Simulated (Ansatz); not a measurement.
Runs of Ansatz 0.2.0 on W. The structure is cubic, space group Im-3m (No. 229). Conventional cell: a = 3.165 Å, b = 3.165 Å, c = 3.165 Å, α = 90.00°, β = 90.00°, γ = 90.00°. Around W (site symmetry m-3m) lie 8 W at 2.74 Å. 

| task | level | cell | k mesh | cutoff (eV) | target pressure (GPa) | mesh quality | gap on the mesh (eV) | pressure (GPa) |
| --- | --- | --- | --- | --- | --- | --- | --- | --- |
| projected density of states | PBEsol | as given | 7 × 7 × 7 | 420 | - | coarse | none | -2.2 |
| relaxation of cell and atoms | PBE | relaxed to 20 GPa | 12 × 12 × 12 | 420 | 20 | not flagged | none | 20.0 |
| projected density of states | HSE06 | as given | 7 × 7 × 7 | 420 | - | coarse | none | 1.0 |
| projected density of states | r2SCAN0 | as given | 7 × 7 × 7 | 500 | - | coarse | none | -0.9 |
| relaxation of cell and atoms | PBE | relaxed to 2 GPa | 12 × 12 × 12 | 420 | 2 | not flagged | none | 2.0 |
| projected density of states | PBE | as given | 7 × 7 × 7 | 420 | - | coarse | none | (b) |
| projected density of states | PBE0 | as given | 7 × 7 × 7 | 420 | - | coarse | none | 0.8 |
| relaxation of cell and atoms | PBE | relaxed | 12 × 12 × 12 | 420 | 0 | not flagged | none | 0.0 |
| projected density of states | BLYP | as given | 7 × 7 × 7 | 420 | - | coarse | none | 16.0 |
| relaxation of cell and atoms | PBE | relaxed to 10 GPa | 12 × 12 × 12 | 420 | 10 | not flagged | none | 10.0 |
| projected density of states | r2SCAN | as given | 7 × 7 × 7 | 500 | - | coarse | none | (a) |
| relaxation of cell and atoms | PBE | relaxed to 5 GPa | 12 × 12 × 12 | 420 | 5 | not flagged | none | 5.0 |

Alike in all rows: potentials or basis Ansatz PAW; no spin polarisation; smearing fermi-dirac 0.05 eV.

Question: Estimate the missing entries.

Answer: (a) 2.6; (b) 6.7.

Caveats: some runs use coarse meshes; the density of states is complete only up to the lowest level of the last band computed (some runs); the PAW data sets come from PBE, with cores solved anew for the run's functional, which leaves a small shift of forces and pressure (some runs); the plane-wave basis is chosen anew once the cell has moved, so the energies of steps on either side of that aren't comparable (some runs); the thresholds are loose for stress (some runs).

A k mesh can miss the band edges, and the runs leave out spin-orbit coupling on W.

A gap of «none» marks a metal or a gap under the smearing width.
